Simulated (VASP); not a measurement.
# Mg (a cell with a defect) in VASP: notebook

One crystal, Mg (a cell with a defect), is run at these levels: PBEsol; tasks: single point.

Everything below comes from runs of VASP 6.6.1. Logs are shortened: lines on timing, memory, paths and dates and some standing lists are left out, and cuts for length are marked.

**1. Starting point**

The cell holds a defect, 13 atoms: a = 6.420 Å, b = 9.630 Å, c = 5.213 Å, α = 90.00°, β = 90.00°, γ = 120.00°.

The cell was built by a generator and needn't be a form met in nature.

**2. Single point, PBEsol**

The input, INCAR:

```
  PREC = Accurate
  ENCUT = 520
  EDIFF = 1E-7
  ISMEAR = -1
  SIGMA = 0.1
  LREAL = F
  LASPH = T
  NELM = 100
  ALGO = Normal
  ISIF = 2
  LWAVE = F
  LCHARG = T
  GGA = PS
  LELF = T
  LVHAR = T
  NBANDS = 25
```

The input, KPOINTS:

```
Automatic mesh
0
Gamma
  3 2 3
```

The input, POSCAR:

```
Mg
1.0
    6.4200000000      0.0000000000      0.0000000000
   -4.8150000000      8.3398250000      0.0000000000
    0.0000000000      0.0000000000      5.2130400000
Mg
13
Direct
   -0.1262759717     -0.0937349405      0.1524210442
    0.1962739469      0.2524072148      0.3624973144
    0.0124493588      0.3233358014     -0.0854213664
    0.1525281292      0.5509347019      0.4590728251
    0.0466835541      0.6938499309     -0.0400570492
    0.2118858716      0.8804717125      0.4794607369
    0.5292098809      0.0169859679      0.0351827341
    0.6650694300      0.2272524903      0.4899920200
    0.6134678720      0.3828468823     -0.0033749981
    0.6889188893      0.5812145938      0.4838902061
    0.4575678411      0.6248532793     -0.0169574759
    0.6826748754      0.8998348287      0.6179263923
    0.2009597568      0.1074182012      0.8176014379
```

Potentials or basis: VASP PAW PBE potentials, release 64 (Mg).

Launch:

```bash
$ cat potpaw_PBE.64/Mg/POTCAR > POTCAR
$ mpirun -np 1 vasp_std > vasp.out
```

OUTCAR:

```text
PREC = Accurate
   ENCUT = 520
   EDIFF = 1E-7
   ISMEAR = -1
   LREAL = F
   LASPH = T
   NELM = 100
   ISIF = 2
   GGA = PS

 ion  position               nearest neighbor table
   1  0.874  0.906  0.152-  13 2.67  12 2.71  11 2.83   6 2.87   5 2.95   7 2.96  12 3.03   2 3.11
                            10 3.24
   2  0.196  0.252  0.362-  13 2.76   3 2.85   9 3.00   4 3.07   1 3.11  13 3.17   8 3.21  10 3.23
                             3 3.31   8 3.36  12 3.60
   3  0.012  0.323  0.915-   2 2.85  11 2.90   9 2.92  13 2.93   8 2.94   4 3.05   7 3.09   2 3.31
                             4 3.42   5 3.47   8 3.57   9 3.63
   4  0.153  0.551  0.459-   6 3.00  11 3.02   3 3.05   2 3.07   8 3.13  10 3.14   5 3.17   5 3.18
                            11 3.23  10 3.31   3 3.42  12 3.48
   5  0.047  0.694  0.960-   9 2.90   1 2.95   6 2.95  11 3.03   6 3.13   7 3.13   4 3.17   4 3.18
                            10 3.18  10 3.38   3 3.47  11 3.50
   6  0.212  0.880  0.479-  13 2.84   1 2.87   7 2.93   5 2.95   4 3.00  12 3.02   5 3.13  10 3.15
                             8 3.15   7 3.40  12 3.57
   7  0.529  0.017  0.035-  12 2.84  13 2.88   6 2.93   8 2.95   1 2.96   3 3.09   5 3.13   9 3.29
                             8 3.34   6 3.40  12 3.55  11 3.58
   8  0.665  0.227  0.490-   3 2.94   7 2.95   9 3.08  13 3.11   4 3.13   9 3.13   6 3.15   2 3.21
                            12 3.28  10 3.33   7 3.34   2 3.36   3 3.57
   9  0.613  0.383  0.997-  13 2.81   5 2.90   3 2.92  11 2.96   2 3.00  10 3.07   8 3.08   8 3.13
                            10 3.18   7 3.29   3 3.63
  10  0.689  0.581  0.484-   9 3.07  11 3.13  11 3.13   4 3.14   6 3.15  12 3.17   9 3.18   5 3.18
                             2 3.23   1 3.24   4 3.31   8 3.33   5 3.38
  11  0.458  0.625  0.983-   1 2.83   3 2.90   9 2.96  12 2.98   4 3.02   5 3.03  10 3.13  10 3.13
                             4 3.23   5 3.50   7 3.58
  12  0.683  0.900  0.618-   1 2.71   7 2.84  11 2.98   6 3.02   1 3.03  13 3.08  10 3.17   8 3.28
                             4 3.48   7 3.55   6 3.57   2 3.60
  13  0.201  0.107  0.818-   1 2.67   2 2.76   9 2.81   6 2.84   7 2.88   3 2.93  12 3.08   8 3.11
                             2 3.17

  LATTYP: Found a simple monoclinic cell.
 ALAT       =     6.4200000000
 B/A-ratio  =     0.8120000000
 C/A-ratio  =     1.3228757108
 COS(beta)  =    -0.1889822286

  Lattice vectors:

 A1 = (   6.4200000000,   0.0000000000,   0.0000000000)
 A2 = (   0.0000000000,   0.0000000000,   5.2130400000)
 A3 = (  -1.6050000000,  -8.3398250000,   0.0000000000)

Analysis of symmetry for initial positions (statically):
=====================================================================
 Subroutine PRICEL returns:
 Original cell was already a primitive cell.

 Routine SETGRP: Setting up the symmetry group for a
 simple monoclinic supercell.

 Subroutine GETGRP returns: Found  1 space group operations
 (whereof  1 operations were pure point group operations)
 out of a pool of  4 trial point group operations.

The static configuration has the point symmetry C_1 .

Analysis of symmetry for dynamics (positions and initial velocities):
=====================================================================
 Subroutine PRICEL returns:
 Original cell was already a primitive cell.

 Routine SETGRP: Setting up the symmetry group for a
 simple monoclinic supercell.

 Subroutine GETGRP returns: Found  1 space group operations
 (whereof  1 operations were pure point group operations)
 out of a pool of  4 trial point group operations.

The dynamic configuration has the point symmetry C_1 .

 Subroutine INISYM returns: Found  1 space group operations
 (whereof  1 operations are pure point group operations),
 and found     1 'primitive' translations

----------------------------------------------------------------------------------------

                                     Primitive cell

  volume of cell :     279.1149

  direct lattice vectors                    reciprocal lattice vectors
     6.420000000  0.000000000  0.000000000     0.155763240  0.089929945  0.000000000
    -4.815000000  8.339825000  0.000000000     0.000000000  0.119906593  0.000000000
     0.000000000  0.000000000  5.213040000     0.000000000  0.000000000  0.191826650

  length of vectors
     6.420000000  9.630000313  5.213040000     0.179859895  0.119906593  0.191826650

  position of ions in fractional coordinates (direct lattice)
     0.873724028  0.906265060  0.152421044
     0.196273947  0.252407215  0.362497314
     0.012449359  0.323335801  0.914578634
     0.152528129  0.550934702  0.459072825
     0.046683554  0.693849931  0.959942951
     0.211885872  0.880471712  0.479460737
     0.529209881  0.016985968  0.035182734
[... 36 lines left out ...]
     0.000000000  0.000000000  0.063942217     0.000000000  0.000000000  0.333333333

  Length of vectors
     0.059953298  0.059953296  0.063942217

  Shift w.r.t. Gamma in fractional coordinates (k-lattice)
     0.000000000  0.000000000  0.000000000

 -----------------------------------------------------------------------------
|                                                                             |
|           W    W    AA    RRRRR   N    N  II  N    N   GGGG   !!!           |
|           W    W   A  A   R    R  NN   N  II  NN   N  G    G  !!!           |
|           W    W  A    A  R    R  N N  N  II  N N  N  G       !!!           |
|           W WW W  AAAAAA  RRRRR   N  N N  II  N  N N  G  GGG   !            |
|           WW  WW  A    A  R   R   N   NN  II  N   NN  G    G                |
|           W    W  A    A  R    R  N    N  II  N    N   GGGG   !!!           |
|                                                                             |
|     Your reciprocal lattice and k-lattice belong to different lattice       |
|     classes:                                                                |
|                                                                             |
|        The reciprocal lattice is simple monoclinic,                         |
|        whereas your k-lattice is hexagonal.                                 |
|                                                                             |
|     Results are often still useful ...                                      |
|                                                                             |
 -----------------------------------------------------------------------------

 Subroutine IBZKPT returns following result:
 ===========================================

 Found     10 irreducible k-points:

 Following reciprocal coordinates:
            Coordinates               Weight
  0.000000  0.000000  0.000000      1.000000
  0.333333  0.000000  0.000000      2.000000
  0.000000  0.500000  0.000000      1.000000
  0.333333  0.500000  0.000000      2.000000
  0.000000  0.000000  0.333333      2.000000
  0.333333  0.000000  0.333333      2.000000
 -0.333333  0.000000  0.333333      2.000000
  0.000000  0.500000  0.333333      2.000000
  0.333333  0.500000  0.333333      2.000000
 -0.333333  0.500000  0.333333      2.000000
   k-points           NKPTS =     10   k-points in BZ     NKDIM =     10   number of bands    NBANDS=     25
   number of dos      NEDOS =    301   number of ions     NIONS =     13
   total plane-waves  NPLWV = 138240
   dimension x,y,z NGX =    48 NGY =   72 NGZ =   40
   dimension x,y,z NGXF=    96 NGYF=  144 NGZF=   80
   ions per type =              13
   NGX,Y,Z   is equivalent  to a cutoff of  12.43, 12.43, 12.76 a.u.
   NGXF,Y,Z  is equivalent  to a cutoff of  24.86, 24.86, 25.51 a.u.
 SYSTEM =  unknown system
   PREC   = accura    normal or accurate (medium, high low for compatibility)
   ISTART =      0    job   : 0-new  1-cont  2-samecut
   ICHARG =      2    charge: 1-file 2-atom 10-const
   ISPIN  =      1    spin polarized calculation?
   LNONCOLLINEAR =      F non collinear calculations
   LSORBIT =      F    spin-orbit coupling
   LASPH  =      T    aspherical Exc in radial PAW
   ENCUT  =  520.0 eV  38.22 Ry    6.18 a.u.  11.94 17.91  9.69*2*pi/ulx,y,z
   NELM   =    100;   NELMIN=  2; NELMDL= -5     # of ELM steps
   EDIFF  = 0.1E-06   stopping-criterion for ELM
   LREAL  =      F    real-space projection
   EDIFFG = 0.1E-05   stopping-criterion for IOM
   NSW    =      0    number of steps for IOM
   IBRION =     -1    ionic relax: 0-MD 1-quasi-New 2-CG
   NFREE  =      0    steps in history (QN), initial steepest desc. (CG)
   ISIF   =      2    stress and relaxation
   ISYM   =      2    0-nonsym 1-usesym 2-fastsym
   POTIM  = 0.5000    time-step for ionic-motion
   TEBEG  =    0.0;   TEEND  =   0.0 temperature during run
   PSTRESS=    0.0 pullay stress
   NELECT =      26.0000    total number of electrons
   NUPDOWN=      -1.0000    fix difference up-down
   EMIN   =  10.00;   EMAX   =-10.00  energy-range for DOS
   EFERMI =   0.00;   METHOD = LEGACY
   ISMEAR =    -1;   SIGMA  =   0.10  broadening in eV -4-tet -1-fermi 0-gaus
   EFERMI_NEDOS =   21; number of points for ismear=-14 and -15
   IALGO  =     38    algorithm
   IMIX   =      4    mixing-type and parameters
     AMIX     =   0.40;   BMIX     =  1.00
     AMIX_MAG =   1.60;   BMIX_MAG =  1.00
  volume/ion in A,a.u.               =      21.47       144.89
  Fermi-wavevector in a.u.,A,eV,Ry     =   0.742116  1.402395  7.493214  0.550736
  Thomas-Fermi vector in A             =   1.836918
   LORBIT       =      0    0 simple, 1 ext, 2 COOP (PROOUT), +10 PAW based schemes
   GGA     = PS    functional components
   LHFCALC =     F    Hartree Fock is set to
   AEXX    =    0.0000 exact exchange contribution
   IVDW    =     0    specifies the selected vdW correction
   LEPSILON=     F    determine dielectric tensor
   LRPA    =     F    only Hartree local field effects (RPA)
 non-spin polarized calculation
  energy-cutoff  :      520.00
  volume of cell :      279.11
 maximum number of plane-waves:      7549
   NGX = 23   NGY = 35   NGZ = 19

 number of electron      26.0000000 magnetization

 Free energy of the ion-electron system (eV)
  ---------------------------------------------------
  ext. energy  EPLUGINS =         0.00000000
  ---------------------------------------------------
  free energy    TOTEN  =       -20.21340693 eV

  energy without entropy =      -19.95060923  energy(sigma->0) =      -20.08200808

 E-fermi :   2.8200     XC(G=0):  -8.7374

 val. band max:        2.8083481997   @ k =   0.0000   0.5000   0.3333
 cond. band min:       2.8342597239   @ k =   0.0000   0.0000   0.3333
 fundamental gap:      0.0259115242
 Fermi energy:         2.8200485488

 k-point     1 :       0.0000    0.0000    0.0000
  band No.  band energies     occupation
      1      -4.2891      2.00000
      2      -2.1593      2.00000
      3      -2.1278      2.00000
      4      -0.6155      2.00000
      5      -0.5310      2.00000
      6       0.4539      2.00000
[... 269 lines left out ...]
     24       6.6891      0.00000
     25       6.9656      0.00000

------------------------ aborting loop because EDIFF is reached ----------------------------------------

  FORCE on cell =-STRESS in cart. coord.  units (eV):
  Direction    XX          YY          ZZ          XY          YZ          ZX
  --------------------------------------------------------------------------------------
  -------------------------------------------------------------------------------------
  Total        5.4893451      5.2771081      9.2064262      0.8991824     -0.7031169     -0.5539139
  in kB       31.5099776     30.2916935     52.8467929      5.1614934     -4.0360367     -3.1795804
  external PRESSURE =      38.2161547 kB  Pullay stress =       0.0000000 kB

 VOLUME and BASIS-vectors are now :
 -----------------------------------------------------------------------------
  energy-cutoff  :      520.00
  volume of cell :      279.11
      direct lattice vectors                 reciprocal lattice vectors
     6.420000000  0.000000000  0.000000000     0.155763240  0.089929945  0.000000000
    -4.815000000  8.339825000  0.000000000     0.000000000  0.119906593  0.000000000
     0.000000000  0.000000000  5.213040000     0.000000000  0.000000000  0.191826650

 POSITION                                       TOTAL-FORCE (eV/Angst)
 -----------------------------------------------------------------------------------
      1.24564      7.55809      0.79458        -0.007606     -0.000964      0.002271
      0.04474      2.10503      1.88971        -0.005186      0.006424     -0.008208
     -1.47694      2.69656      4.76774         0.001656     -0.016319     -0.006081
     -1.67352      4.59470      2.39317         0.003704      0.004746      0.004694
     -3.04118      5.78659      5.00422         0.004183     -0.002664     -0.001052
     -2.87916      7.34298      2.49945         0.000207     -0.004298      0.002350
      3.31574      0.14166      0.18341         0.007162      0.004502      0.005158
      3.17552      1.89525      2.55435         0.002981     -0.003657      0.000910
      2.09506      3.19288      5.19545        -0.000880      0.002785     -0.001744
      1.62431      4.84723      2.52254        -0.005265      0.002304      0.000377
     -0.07108      5.21117      5.12464        -0.001112      0.004630      0.003157
      0.05007      7.50447      3.22128        -0.008627     -0.000846      0.002652
      0.77294      0.89585      4.26219         0.008783      0.003357     -0.004484
 -----------------------------------------------------------------------------------
    total drift:                                0.000007     -0.000005     -0.000002

  FREE ENERGIE OF THE ION-ELECTRON SYSTEM (eV)
  ---------------------------------------------------
  free  energy   TOTEN  =       -20.2134069284 eV

  energy  without entropy=      -19.9506092286  energy(sigma->0) =      -20.08200808
```

Wall time 88 s (1 thread of Intel Xeon Platinum 8488C (Sapphire Rapids), shared host); peak memory 0.36 GiB.

What came out:

```yaml
Free_energy: -20.2134 eV
Pressure: 3.8 GPa
Largest_force: 0.017 eV/Å
Band_gap_on_the_k_mesh: none (metal or under the smearing width)
```

Forces in eV/Å, atoms in the order of the input:
```
Mg  -0.008 -0.001  0.002
Mg  -0.005  0.006 -0.008
Mg   0.002 -0.016 -0.006
Mg   0.004  0.005  0.005
Mg   0.004 -0.003 -0.001
Mg   0.000 -0.004  0.002
Mg   0.007  0.005  0.005
Mg   0.003 -0.004  0.001
Mg  -0.001  0.003 -0.002
Mg  -0.005  0.002  0.000
Mg  -0.001  0.005  0.003
Mg  -0.009 -0.001  0.003
Mg   0.009  0.003 -0.004
```

Caveat: the k mesh is coarse (spacing up to 0.40 Å⁻¹), so the values aren't converged; the PAW data sets were made with another functional, which shifts forces and pressure a little.

**3. Single point, PBEsol**

The input, INCAR:

```
ALGO = Normal ; EDIFF = 1E-7
ENCUT = 520 ; GGA = PS
ISIF = 2 ; ISMEAR = -1
LASPH = T ; LCHARG = T
LELF = T ; LREAL = F
LVHAR = T ; LWAVE = F
NBANDS = 25 ; NELM = 100
PREC = Accurate ; SIGMA = 0.1
```

The input, KPOINTS:

```
k-points
0
Gamma
  3 2 3
```

The input, POSCAR:

```
Mg
1.0
    6.4200000000      0.0000000000      0.0000000000
   -4.8150000000      8.3398250000      0.0000000000
    0.0000000000      0.0000000000      5.2130400000
Mg
13
Direct
   -0.1376510884     -0.0501125623      0.1958653684
    0.3308835666      0.2679938728      0.3036414453
   -0.0178428254      0.3276176658      0.0184216887
    0.1651877928      0.5196800892      0.5397232709
    0.0348690840      0.7108609593     -0.0567616976
    0.2307368532      0.8912877668      0.4590016574
    0.4828833637      0.0396336854     -0.0125955297
    0.7268807251      0.1863603853      0.4971452358
    0.5961016135      0.3874906248     -0.1530414115
    0.7531358244      0.5976336434      0.4242532189
    0.4433909641      0.6227015555      0.0641293756
    0.6173246833      0.8377126618      0.6575817565
    0.1066609557      0.1076029773      0.7524279499
```

Potentials or basis: VASP PAW PBE potentials, release 64 (Mg).

Launch:

```bash
$ cat potpaw_PBE.64/Mg/POTCAR > POTCAR
$ mpirun -np 1 vasp_std > vasp.out
```

Run time: 89 s. Hardware: 1 thread of Intel Xeon Platinum 8488C (Sapphire Rapids), shared host; peak memory 0.36 GiB.

The run converged. Its results:

* Free energy: -20.5192 eV
* Pressure: 3.7 GPa
* Largest force: 0.110 eV/Å
* Band gap on the k mesh: none (metal or under the smearing width)

Forces in eV/Å, atoms in the order of the input:
```
Mg   0.012  0.039  0.014
Mg   0.024  0.022 -0.015
Mg  -0.070  0.042  0.074
Mg   0.031 -0.018  0.066
Mg  -0.036  0.011 -0.028
Mg   0.036 -0.035 -0.030
Mg  -0.003  0.013 -0.008
Mg   0.042 -0.017  0.023
Mg  -0.075  0.011 -0.070
Mg   0.042 -0.015 -0.045
Mg  -0.029  0.030  0.060
Mg   0.017 -0.053  0.010
Mg   0.007 -0.030 -0.049
```

Stress tensor (GPa, compression positive):
```
 1.33  2.11 -0.52
 2.11  2.73 -2.87
-0.52 -2.87  7.09
```

Levels at points of the mesh, in eV from the Fermi level:
```tsv
k point	band 10	band 11	band 12	band 13	band 14	band 15	band 16	band 17
(0.00, 0.00, 0.00)	-0.47	-0.23	0.15	0.21	0.24	0.28	1.14	1.33
(0.00, 0.50, 0.00)	-1.32	-1.18	-1.01	-0.38	-0.37	1.57	1.65	1.83
```

Caveat: the k mesh is coarse (spacing up to 0.40 Å⁻¹), so the values aren't converged; the PAW data sets were made with another functional, which shifts forces and pressure a little.

**4. Single point, PBEsol**

The input, INCAR:

```
PREC = Accurate
ENCUT = 520
EDIFF = 1E-6
ISMEAR = -1
SIGMA = 0.1
LREAL = F
LASPH = T
NELM = 100
ALGO = Fast
ISIF = 2
LWAVE = F
LCHARG = F
GGA = PS
NBANDS = 25
```

The input, KPOINTS:

```
regular mesh
0
Gamma
  3 2 3
```

The input, POSCAR:

```
Mg
1.0
    6.4200000000      0.0000000000      0.0000000000
   -4.8150000000      8.3398250000      0.0000000000
    0.0000000000      0.0000000000      5.2130400000
Mg
13
Direct
   -0.0609009726     -0.0458336956      0.1632993417
    0.2366466950      0.2795501105      0.3252133112
   -0.0643572435      0.3844416400      0.0531664825
    0.1937580258      0.5300800676      0.5839258859
   -0.0090645444      0.7054277518     -0.1115780811
    0.2386113409      0.8290097214      0.4041557325
    0.5472608390      0.0315276400      0.0175964504
    0.7155699242      0.2092172198      0.5329634916
    0.4883045208      0.3973507837     -0.1457044258
    0.7355227334      0.5558074660      0.3824469024
    0.4419768128      0.6688862176      0.0930418719
    0.6762415829      0.8388450597      0.6254124273
    0.1941400560      0.0609462429      0.7034116370
```

Launch:

```bash
$ cat potpaw_PBE.64/Mg/POTCAR > POTCAR
$ mpirun -np 1 vasp_std > vasp.out
```

Wall time 75 s (1 thread of Intel Xeon Platinum 8488C (Sapphire Rapids), shared host); peak memory 0.36 GiB.

Results (log left out):

| Item | Value |
| --- | --- |
| Free energy | -20.2625 eV |
| Pressure | 4.3 GPa |
| Largest force | 0.192 eV/Å |
| Band gap on the k mesh | none (metal or under the smearing width) |

Forces on the atoms (eV/Å):
```
Mg  -0.063 -0.055  0.072
Mg   0.091  0.045 -0.072
Mg   0.023 -0.077 -0.041
Mg  -0.033 -0.041 -0.035
Mg   0.068  0.057  0.075
Mg   0.001  0.106  0.098
Mg  -0.040 -0.035 -0.085
Mg   0.026 -0.095 -0.080
Mg   0.094  0.053 -0.057
Mg   0.032  0.085  0.018
Mg  -0.017 -0.073  0.002
Mg  -0.020 -0.057  0.050
Mg  -0.162  0.086  0.055
```

Stress tensor (GPa, compression positive):
```
 1.78  0.51 -1.06
 0.51  3.93 -1.98
-1.06 -1.98  7.26
```

Levels at points of the mesh, in eV from the Fermi level:
| k point | band 9 | band 10 | band 11 | band 12 | band 13 | band 14 | band 15 | band 16 | band 17 | band 18 |
| --- | --- | --- | --- | --- | --- | --- | --- | --- | --- | --- |
| (0.00, 0.00, 0.00) | -1.70 | -0.57 | -0.03 | 0.01 | 0.12 | 0.35 | 0.41 | 1.13 | 1.38 | 1.75 |
| (0.00, 0.50, 0.00) | -1.45 | -1.37 | -1.08 | -0.99 | -0.35 | -0.29 | 1.50 | 1.65 | 1.82 | 1.89 |

Caveat: the k mesh is coarse (spacing up to 0.40 Å⁻¹), so the values aren't converged; the PAW data sets were made with another functional, which shifts forces and pressure a little.

[end of part 1 of 2]
